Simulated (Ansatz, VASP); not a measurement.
One calculation of Ge, two programs

```
CELL_PARAMETERS angstrom
1.38777 -2.58306 0.00000
1.38777 2.58306 0.00000
0.00000 0.00000 2.68012
ATOMIC_POSITIONS crystal
Ge 0.50000 0.50000 0.00000
```

Change from the starting cell: volume scaled by 0.98.

Alike in both runs: task single point; functional PBEsol; k mesh 11 × 11 × 10; occupations fermi-dirac, width 0.05 eV; no spin polarisation.

|  | VASP | Ansatz |
| --- | --- | --- |
| version | VASP 6.6.1 | Ansatz 0.2.0 |
| potentials or method | VASP PAW PBE potentials, release 64 (Ge_d), cutoff 520 eV | all-electron LAPW, scalar-relativistic |

|  | VASP | Ansatz | Ansatz less VASP |
| --- | --- | --- | --- |
| gap on the k mesh at the Fermi level (eV) | none | none | - |
| pressure (GPa) | -3.0 | -2.8 | +0.17 |
| largest component of the traceless stress (GPa) | 1.81 | 1.83 | +0.021 |

A gap of «none» marks a metal or a gap that the smearing closes. Ansatz ran all-electron here, so the differences hold the error of VASP's frozen core and of both bases.

Caveats: the PAW data sets were made with another functional, which shifts forces and pressure a little (VASP).
